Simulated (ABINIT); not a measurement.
SiO2:

```xyz
6
Lattice="4.2332 0.0000 0.0000 0.0000 4.2332 0.0000 0.0000 0.0000 2.6935" Properties=species:S:1:pos:R:3 pbc="T T T"
Si    0.0000    0.0000    0.0000
Si    2.1166    2.1166    1.3467
O     3.4155    0.8177    1.3467
O     1.2989    1.2989    0.0000
O     0.8177    3.4155    1.3467
O     2.9343    2.9343    0.0000
```

The cell comes from a database or a generator and needn't be the stable form of this composition.

Base run:

```yaml
Program: ABINIT 10.8.3 (patched build)
Functional: PBE
Potentials_or_basis: JTH PAW PBE v2.0
Cutoff: 626 eV
k_mesh: 6 × 6 × 10
Occupations: fermi-dirac, width 0.05 eV
Spin: no spin polarisation
```

Its results: band gap on the k mesh 4.99 eV, direct; pressure -2.4 GPa; largest force 0.068 eV/Å.

Problem. The run is repeated on the same cell with these changes: functional from PBE to LDA; potentials or basis from JTH PAW PBE v2.0 to JTH PAW LDA v2.0. What comes out?

Solution. Band gap on the k mesh 4.95 eV, direct; pressure -15.8 GPa; largest force 0.176 eV/Å.

Not every run made on this cell is shown here.
